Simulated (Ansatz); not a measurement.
# Cu3N, one cell by several methods

```yaml
crystal:
  lattice:
    - [3.81400, 0.00000, 0.00000]
    - [0.00000, 3.81400, 0.00000]
    - [0.00000, 0.00000, 3.81400]
  atoms:
    - { symbol: Cu, position: [0.50000, 0.00000, 0.00000] }
    - { symbol: Cu, position: [0.00000, 0.50000, 0.00000] }
    - { symbol: Cu, position: [0.00000, 0.00000, 0.50000] }
    - { symbol: N, position: [0.00000, 0.00000, 0.00000] }
```

Atom numbers follow the list: Cu1, Cu2, Cu3, N4.

The conventional cell has a = 3.814 Å, b = 3.814 Å, c = 3.814 Å, α = 90.00°, β = 90.00°, γ = 90.00°. Cu (atom 1) has 2 N at 1.91 Å as nearest neighbours. Around N (atom 4) lie 6 Cu at 1.91 Å.

The cell comes from COD entry 1536894, which wasn't checked; take it as a given geometry.

Levels of theory: DFT, PBEsol, PAW with Ansatz's default frozen-core files, scalar-relativistic (Ansatz 0.2.0); DFT, PBEsol, all-electron LAPW, scalar-relativistic (Ansatz 0.2.0).

For PAW: a Γ-centred 10×10×10 k mesh, Fermi–Dirac smearing of 0.08 eV, cutoff 420 eV, no spin polarisation; the PAW files were made with PBE, and the program remakes their frozen cores for this functional. LAPW targets a basis error of 1 meV/atom. The Ansatz runs share mesh, smearing and spin set-up. Plane-wave (PAW) pressures include the program's estimate of the Pulay term.

Stress and pressure are positive in compression.

Levels count from the top of the valence band.

PAW results:

| quantity | PAW |
| --- | --- |
| pressure (GPa) | -4.79 |
| band gap (eV) | 0.147 |
| highest filled level at M (eV) | -0.687 |
| lowest empty level at M (eV) | 0.147 |
| highest filled level at X (eV) | -1.409 |
| lowest empty level at X (eV) | 1.530 |

Question: What does full-potential LAPW give for the same quantities?

Answer: 
| quantity | LAPW |
| --- | --- |
| pressure (GPa) | -4.83 |
| band gap (eV) | 0.137 |
| highest filled level at M (eV) | -0.688 |
| lowest empty level at M (eV) | 0.137 |
| highest filled level at X (eV) | -1.411 |
| lowest empty level at X (eV) | 1.529 |
